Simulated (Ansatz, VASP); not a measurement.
**Two plane-wave programs on TaN**

```
Ta N
1.0
     0.00000    2.22174    2.22174
     2.22174    0.00000    2.22174
     2.22174    2.22174    0.00000
Ta N
1 1
Direct
  0.50000 0.50000 0.50000
  0.00000 0.00000 0.00000
```

Change from the starting cell: volume scaled by 1.06.

Alike in both runs: task single point; functional PBE; k mesh 10 × 10 × 10; occupations fermi-dirac, width 0.05 eV; no spin polarisation.

```csv
,VASP,Ansatz
version,VASP 6.6.1,Ansatz 0.2.0
potentials or method,"VASP PAW PBE potentials, release 64 (Ta_pv, N)",Ansatz PAW
plane-wave cutoff (eV),520,420
valence electrons in the cell,16,18
```

```csv
,VASP,Ansatz,Ansatz less VASP
gap on the k mesh at the Fermi level (eV),none,none,-
pressure (GPa),-5.1,-5.8,-0.70
```

A gap of «none» marks a metal or a gap that the smearing closes. With one functional, cell and mesh, what is left measures potentials, basis and numerics. The two sets of potentials don't hold the same shells in valence.

Caveats: the pressure holds a Pulay correction of +0.5 GPa for the finite cutoff (Ansatz). Spin-orbit coupling is left out, which matters for the levels of Ta.
